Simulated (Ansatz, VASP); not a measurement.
**I: VASP beside Ansatz**

Contents of INCAR:

```
SYSTEM = I
PREC = Accurate
ENCUT = 600
EDIFF = 1E-6
ISMEAR = -1
SIGMA = 0.08
LREAL = .False.
LASPH = .True.
NELM = 100
ALGO = Normal
ISIF = 3
LWAVE = .False.
LCHARG = .False.
GGA = PE
IBRION = 2
NSW = 60
EDIFFG = -0.005
```

Contents of KPOINTS:

```
regular mesh
0
Gamma
  12 12 12
  0 0 0
```

Contents of POSCAR:

```
I
1.0
    3.5152098540      0.0000000000      0.0000000000
   -1.7576049270      3.0442610332      0.0000000000
    0.0000000000      0.0000000000      3.3042972628
I
1
Direct
    0.0000000000      0.0000000000      0.0000000000
```

Input for Ansatz:

```yaml
crystal:
  lattice:
    - [3.515209854, 0.0, 0.0]
    - [-1.757604927, 3.0442610332, 0.0]
    - [0.0, 0.0, 3.3042972628]
  atoms:
    - { symbol: I, position: [0.0, 0.0, 0.0] }
kpoints:
  mp_grid: { grid: [12, 12, 12] }
scf:
  occupations: { method: fermi_dirac, width: 0.08 }
hamiltonian:
  xc: pbe
  pseudopotentials: { kind: paw }
output:
  forces: true
  stress: true
  write_density: true
  write_potential: true
  elf: true
  volumetric_format: npy
relax:
  f_tol: 0.005
  max_steps: 40
  cell: {}
```

Alike in both runs: task relaxation of cell and atoms; functional PBE; k mesh 12 × 12 × 12; occupations fermi-dirac, width 0.08 eV; no spin polarisation.

|  | VASP | Ansatz |
| --- | --- | --- |
| version | VASP 6.6.1 | Ansatz 0.2.0 |
| potentials or method | VASP PAW PBE potentials, release 64 (I) | PAW with Ansatz's default frozen-core files, scalar-relativistic |
| plane-wave cutoff (eV) | 600 | 420 |
| valence electrons in the cell | 7 | 17 |

|  | VASP | Ansatz | Ansatz less VASP |
| --- | --- | --- | --- |
| relaxed volume (Å³/atom) | 52.22 | 52.47 | +0.250 |
| relaxed cell length with the largest relative difference (Å) | 4.538 | 4.547 | +0.0090 |
| energy change over the relaxation (meV/atom) | -313 | -307 | +5.7 |

The two sets of potentials don't hold the same shells in valence.

Caveats: the volume moved by over 15 % at a fixed basis, so the end points are rough (VASP); an odd number of electrons without spin polarisation forces a metal; a magnetic or distorted state may lie lower. The runs have no spin-orbit coupling, so splittings on I are missing.
